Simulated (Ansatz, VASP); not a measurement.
# Two plane-wave programs on W

File INCAR:

```
  PREC = Accurate
  ENCUT = 600
  EDIFF = 1E-6
  ISMEAR = -1
  SIGMA = 0.05
  LREAL = F
  LASPH = T
  NELM = 80
  ALGO = Normal
  ISIF = 3
  LWAVE = F
  LCHARG = F
  GGA = PE
  IBRION = 2
  NSW = 40
  EDIFFG = -0.005
```

File KPOINTS:

```
regular mesh
0
Gamma
  12 12 12
```

The input POSCAR:

```
W
1.0
   -1.5823450000      1.5823450000      1.5823450000
    1.5823450000     -1.5823450000      1.5823450000
    1.5823450000      1.5823450000     -1.5823450000
W
1
Direct
    0.0000000000      0.0000000000      0.0000000000
```

input.yaml

```yaml
crystal:
  lattice:
    - [-1.582345, 1.582345, 1.582345]
    - [1.582345, -1.582345, 1.582345]
    - [1.582345, 1.582345, -1.582345]
  atoms:
    - { symbol: W, position: [0.0, 0.0, 0.0] }
hamiltonian:
  xc: pbe
  pseudopotentials: { kind: paw }
kpoints:
  mp_grid: { grid: [12, 12, 12] }
scf:
  occupations: { method: fermi_dirac, width: 0.05 }
output:
  forces: true
  stress: true
  eigenvalues: true
relax:
  f_tol: 0.01
  max_steps: 40
  cell: { stress_tol: 0.05 }
```

Alike in both runs: task relaxation of cell and atoms; functional PBE; k mesh 12 × 12 × 12; occupations fermi-dirac, width 0.05 eV; no spin polarisation.

```csv
,VASP,Ansatz
version,VASP 6.6.1,Ansatz 0.2.0
potentials or method,"VASP PAW PBE potentials, release 64 (W_sv)",Ansatz PAW
plane-wave cutoff (eV),600,420
valence electrons in the cell,14,14
```

VASP gave:

```
gap on the k mesh at the Fermi level, each at its own relaxed structure (eV) : none
relaxed volume (Å³/atom)                                                     : 16.18
relaxed cell length with the largest relative difference (Å)                 : 2.760
energy change over the relaxation (meV/atom)                                 : -7
```

What did Ansatz give for the same quantities?

gap on the k mesh at the Fermi level, each at its own relaxed structure (eV): none; relaxed volume (Å³/atom): 16.15; relaxed cell length with the largest relative difference (Å): 2.758; energy change over the relaxation (meV/atom): -5.

A gap of «none» marks a metal or a gap that the smearing closes.

Caveats: the plane-wave basis is chosen anew once the cell has moved, so the energies of steps on either side of that aren't comparable (Ansatz). The runs have no spin-orbit coupling, so splittings on W are missing. PBE usually gives volumes a little too large and moduli too small. Zero-point motion and thermal expansion aren't in these numbers.
